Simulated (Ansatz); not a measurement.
**BaO (BaO (110), 2 layers): a single-point run**

Aim: a sound single-point run of BaO (BaO (110), 2 layers). The structure is shown as the input types it.

Program: Ansatz 0.2.0. Level of theory: DFT, PBEsol, PAW with Ansatz's default frozen-core files, scalar-relativistic. These are calculated values, not measurements.

**1. The system as given**

The structure is orthorhombic, space group Pmmn (No. 59). The conventional cell has a = 3.882 Å, b = 5.490 Å, c = 17.941 Å, α = 90.00°, β = 90.00°, γ = 90.00°. Around Ba (site symmetry mm2) lie 4 O at 2.75 Å. O (site symmetry mm2) has 4 Ba at 2.75 Å as nearest neighbours.

As a file:

```
CELL_PARAMETERS angstrom
3.88228 0.00000 0.00000
0.00000 5.49037 0.00000
0.00000 0.00000 17.94110
ATOMIC_POSITIONS crystal
Ba 0.75000 0.00000 0.44590
O 0.75000 0.50000 0.44590
Ba 0.25000 0.50000 0.55410
O 0.25000 0.00000 0.55410
```

**2. Input and run**

File input.yaml:

```yaml
crystal:
  lattice:
    - [3.8822780781, 0.0, 0.0]
    - [0.0, 5.490370311, 0.0]
    - [0.0, 0.0, 17.9411]
  atoms:
    - { symbol: Ba, position: [0.75, 0.0, 0.4459024519], spin: 2.0 }
    - { symbol: O, position: [0.75, 0.5, 0.4459024519] }
    - { symbol: Ba, position: [0.25, 0.5, 0.5540975481] }
    - { symbol: O, position: [0.25, 0.0, 0.5540975481] }
kpoints:
  mp_grid: { grid: [8, 6, 1] }
scf:
  occupations: { method: fermi_dirac, width: 0.02 }
  max_iter: 50
hamiltonian:
  xc: pbesol
  pseudopotentials: { kind: paw }
output:
  forces: true
  stress: true
  eigenvalues: true
  populations: true
efield:
  axis: 3
  amplitude: 0
  dipole_correction: true
```

Launch:

```console
ansatz run input.yaml --threads 2 --pin off --max-ram 4096MiB --backend cpu --events-out ev --progress --plain --runs-dir out
```

Q: Will this input give a usable result? If not, why, and what should change?

Nothing was computed: the input was turned down at the start. The line that matters: «inconsistent input (magnetization.spin_polarized): false but per-atom `spin:`, `per_species`, `initial_magnetization`, `magnetic_field`, or `spin_locking` is set»

Starting moments are given, but spin polarisation is off.

The cure: make the spin settings agree.
